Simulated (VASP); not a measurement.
## BaZrO$_{3}$ (cubic perovskite), PBE single-point calculation: Ansatz's output and VASP's

```
Ba Zr O
1.0
     4.20535    0.00000    0.00000
     0.00000    4.20535    0.00000
     0.00000    0.00000    4.20535
Ba Zr O
1 1 3
Direct
  0.00000 0.00000 0.00000
  0.50000 0.50000 0.50000
  0.50000 0.50000 0.00000
  0.50000 0.00000 0.50000
  0.00000 0.50000 0.50000
```

Ansatz printed

```
SCF 1 converged in 6 iterations: F = -11844.685615 eV  dr2 = 1.61e-9
  greatest PAW one-centre occupation: 0.995 electrons in one spin orbital (limit 2), on the Zr atom at site 1 (counted from 0), in its partial waves of l = 0
NSCF: frozen V_eff on 4 k-points
SCF converged after 6 iterations
Free energy (F): -11844.685615 eV
Harris-Foulkes:  -11844.685615 eV  (|F-HF|=1.13e-9)
Internal energy: -11844.685615 eV  (E = F + TS)
E sigma→0 (E₀):  -11844.685615 eV
Fermi energy:    11.316780 eV
--- Per-component energies (eV) ---
  E_band       = -96.642424
  E_kinetic    = 1032.752252
  E_local      = -1951.500411  (includes V_loc(G=0)·N_el)
  E_nonlocal   = 275.896935
  E_hartree    = 691.224439
  E_xc         = -555.971318
  E_vxc        = -615.331716  (∫ρ·V_xc dr)
  E_paw        = -8652.295274  (= ΣΔE_a)
  E_vpaw       = -220.915417  (= ΣTr[D̂ρ^β])
  E_aug_tail   = 0.007376  (compensation charges beyond the density's cutoff)
  E_ewald      = -2684.799614
  E_smearing   = -0.000000  (= −TS)
  E_closure    = -0.000000  (closes the sum)
  Σ components = -11844.685615   (vs F -11844.685615, Δ=0.00e0)
--- Forces (eV/Å), atoms counted from 1 ---
  atom   1  Ba    -0.00000000     0.00000000     0.00000000
  atom   2  Zr     0.00000000    -0.00000000     0.00000000
  atom   3  O     -0.00000000    -0.00000000     0.00000000
  atom   4  O      0.00000000    -0.00000000     0.00000000
  atom   5  O      0.00000000     0.00000000    -0.00000000
  max |Σ_I F_I| component: 1.45e-28 eV/Å
--- Stress (GPa, compression-positive) ---
        2.409309      -0.000000       0.000000
        0.000000       2.409309       0.000000
        0.000000       0.000000       2.409309
  P = ⅓ Tr σ = 2.4093 GPa (24.093 kbar)
--- Band table (eV; the first three rows and the last of 20) ---
  k-point 0: bands = ["-37.3428", "-15.5068", "-15.4946", "-15.4946", "-15.4946", "-6.6212", "-6.3393", "-6.3393", "-0.6505", "-0.6505", "-0.6505", "8.2566", "8.2566", "8.2566", "8.7160", "8.7160", "8.7160", "9.4919", "9.4919", "9.4919", "12.9162", "12.9162", "12.9162", "14.4348", "14.4348"]
  k-point 1: bands = ["-37.3421", "-15.6409", "-15.4929", "-15.4929", "-15.4063", "-6.6253", "-6.3340", "-6.1613", "-0.6336", "-0.6336", "-0.6031", "7.8155", "8.1718", "8.1718", "8.4825", "8.4825", "8.5381", "8.8573", "9.4049", "9.4049", "12.9962", "13.5039", "13.5039", "14.8425", "14.8595"]
  k-point 2: bands = ["-37.3407", "-15.7850", "-15.4895", "-15.4895", "-15.3489", "-6.7236", "-6.3235", "-5.6839", "-0.5993", "-0.5993", "-0.5094", "6.6850", "7.9642", "7.9642", "8.1255", "8.1255", "8.1817", "8.2263", "9.2964", "9.2964", "13.1746", "14.6836", "14.6836", "15.6963", "15.8185"]
  k-point 19: bands = ["-37.3342", "-15.7153", "-15.7153", "-15.7153", "-15.3822", "-5.4378", "-5.4378", "-5.4378", "-1.1248", "-1.1248", "-1.1248", "6.0223", "6.0223", "6.2369", "7.2119", "7.2119", "7.2119", "9.6994", "9.6994", "9.6994", "15.7286", "15.7286", "15.7286", "16.6124", "16.6124"]
```

Each program uses its own PAW datasets. VASP's cell holds 40 valence electrons and Ansatz's 40. Ansatz's stress includes a Pulay correction; VASP's doesn't.

Task: What does VASP give for the same cell and level of theory?

Result: gap between bands v and c 3.17 eV; least direct gap 3.40 eV; pressure 3.4 GPa.

From OUTCAR

```
k-points           NKPTS =     20   k-points in BZ     NKDIM =     20   number of bands    NBANDS=     28

   NELECT =      40.0000    total number of electrons

   dimension x,y,z NGX =    32 NGY =   32 NGZ =   32
   dimension x,y,z NGXF=    64 NGYF=   64 NGZF=   64

  energy-cutoff  :      520.00
  volume of cell :       74.37
      direct lattice vectors                 reciprocal lattice vectors
     4.205354914  0.000000000  0.000000000     0.237792058  0.000000000  0.000000000
     0.000000000  4.205354914  0.000000000     0.000000000  0.237792058  0.000000000
     0.000000000  0.000000000  4.205354914     0.000000000  0.000000000  0.237792058

 k-points in reciprocal lattice and weights: KPOINTS created by Atomic Simulation Env
   0.00000000  0.00000000  0.00000000       0.005
   0.16666667  0.00000000  0.00000000       0.028
   0.33333333  0.00000000  0.00000000       0.028
   0.50000000  0.00000000  0.00000000       0.014
   0.16666667  0.16666667  0.00000000       0.056
   0.33333333  0.16666667  0.00000000       0.111
   0.50000000  0.16666667  0.00000000       0.056
   0.33333333  0.33333333  0.00000000       0.056
   ...

 E-fermi :   4.1906

 k-point     1 :       0.0000    0.0000    0.0000
  band No.  band energies     occupation
      1     -43.3637      2.00000
      2     -21.6285      2.00000
      3     -21.5112      2.00000
      4     -21.5112      2.00000
      5     -21.5112      2.00000
      6     -12.6366      2.00000
      7     -12.3495      2.00000
      8     -12.3495      2.00000
      9      -6.7633      2.00000
     10      -6.7633      2.00000
     11      -6.7633      2.00000
     12       2.2534      2.00000
     13       2.2534      2.00000
     14       2.2534      2.00000
     15       2.7478      2.00000
     16       2.7478      2.00000
     17       2.7478      2.00000
     18       3.4828      2.00000
     19       3.4828      2.00000
     20       3.4828      2.00000
     21       6.8853      0.00000
     22       6.8853      0.00000
     23       6.8853      0.00000
     24       8.3595      0.00000
     25       8.3595      0.00000
     26       9.5412      0.00000
     27      11.0595      0.00000
     28      11.0595      0.00000

 k-point     2 :       0.1667    0.0000    0.0000
  band No.  band energies     occupation
      1     -43.3629      2.00000
      2     -21.7080      2.00000
      3     -21.5096      2.00000
      4     -21.5096      2.00000
      5     -21.4781      2.00000
      6     -12.6402      2.00000
      7     -12.3438      2.00000
      8     -12.1725      2.00000
      9      -6.7467      2.00000
     10      -6.7467      2.00000
     11      -6.7150      2.00000
     12       1.8100      2.00000
     13       2.1659      2.00000
     14       2.1659      2.00000
     15       2.5032      2.00000
     16       2.5032      2.00000
     17       2.5529      2.00000
     18       2.8455      2.00000
     19       3.3962      2.00000
     20       3.3962      2.00000
     21       6.9803      0.00000
     22       7.4831      0.00000
     23       7.4831      0.00000
     24       8.7844      0.00000
     25       8.8034      0.00000
     26      10.1170      0.00000
     27      11.0604      0.00000
     28      11.8489      0.00000

 k-point     3 :       0.3333    0.0000    0.0000
  band No.  band energies     occupation
      1     -43.3613      2.00000
      2     -21.8356      2.00000
      3     -21.5063      2.00000
      4     -21.5063      2.00000
      5     -21.4385      2.00000
      6     -12.7387      2.00000
      7     -12.3322      2.00000
      8     -11.6965      2.00000
      9      -6.7130      2.00000
     10      -6.7130      2.00000
     11      -6.6196      2.00000
     12       0.6776      2.00000
     13       1.9499      2.00000
     14       1.9499      2.00000
     15       2.1350      2.00000
     16       2.1350      2.00000
     17       2.1629      2.00000
     18       2.2142      2.00000
     19       3.2876      2.00000
     20       3.2876      2.00000
     21       7.1962      0.00000
     22       8.6799      0.00000
     23       8.6799      0.00000
     24       9.6487      0.00000
     25       9.7865      0.00000
     26      11.0543      0.00000
     27      11.2733      0.00000
     28      11.4624      0.00000

 ...

  Total        1.5849116      1.5849116      1.5849116      0.0000000     -0.0000000      0.0000000
  in kB       34.1434712     34.1434712     34.1434712      0.0000000     -0.0000000      0.0000000
  external PRESSURE =      34.1434712 kB  Pullay stress =       0.0000000 kB

 POSITION                                       TOTAL-FORCE (eV/Angst)
 -----------------------------------------------------------------------------------
      0.00000      0.00000      0.00000         0.000000      0.000000      0.000000
      2.10268      2.10268      2.10268         0.000000      0.000000      0.000000
      2.10268      2.10268      0.00000         0.000000      0.000000      0.000000
      2.10268      0.00000      2.10268         0.000000      0.000000      0.000000
      0.00000      2.10268      2.10268         0.000000      0.000000      0.000000
 -----------------------------------------------------------------------------------
    total drift:                                0.000000     -0.000000     -0.000000

  FREE ENERGIE OF THE ION-ELECTRON SYSTEM (eV)
  ---------------------------------------------------
  free  energy   TOTEN  =       -41.7066260511 eV

  energy  without entropy=      -41.7066260511  energy(sigma->0) =      -41.70662605
```
